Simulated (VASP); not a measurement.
Here is a VASP 6.6.1 calculation.

The input INCAR:

```
PREC = Accurate
ENCUT = 520
EDIFF = 1E-7
ISMEAR = -1
SIGMA = 0.05
LREAL = False
LASPH = True
NELM = 80
ALGO = Normal
ISIF = 2
LWAVE = False
LCHARG = False
GGA = PS
NBANDS = 21
```

Contents of KPOINTS:

```
Automatic mesh
0
Gamma
  7 7 4
```

POSCAR

```
PbI2
1.0
    4.5550000000      0.0000000000      0.0000000000
   -2.2775000000      3.9447457142      0.0000000000
    0.0000000000      0.0000000000      6.9770000000
Pb I
1 2
Direct
    0.0000000000      0.0000000000      0.0000000000
    0.6666666667      0.3333333333      0.7350000000
    0.3333333333      0.6666666667      0.2650000000
```

Potentials or basis: VASP PAW PBE potentials, release 64 (Pb_d, I).

Launch:

```bash
$ cat potpaw_PBE.64/Pb_d/POTCAR potpaw_PBE.64/I/POTCAR > POTCAR
$ mpirun -np 1 vasp_std > vasp.out
```

Problem. Estimate the pressure.

Solution. 0.0 GPa.

Problem. Predict the band gap on the k mesh.

Solution. 2.12 eV, direct.

Forces on the atoms (eV/Å):
```
Pb   0.000  0.000  0.000
I    0.000  0.000 -0.010
I    0.000  0.000  0.010
```

Caveat: the PAW data sets were made with another functional, which shifts forces and pressure a little; spin-orbit coupling is left out, which as a rule narrows the gap of such compounds by several tenths of an eV; an odd mesh through Γ misses points on the zone boundary, where band edges often lie; this functional lacks dispersion, which binds the layers, so the pressure and a relaxed spacing across them are unreliable. A hybrid or GW would open this gap; PBEsol tends to underestimate it.
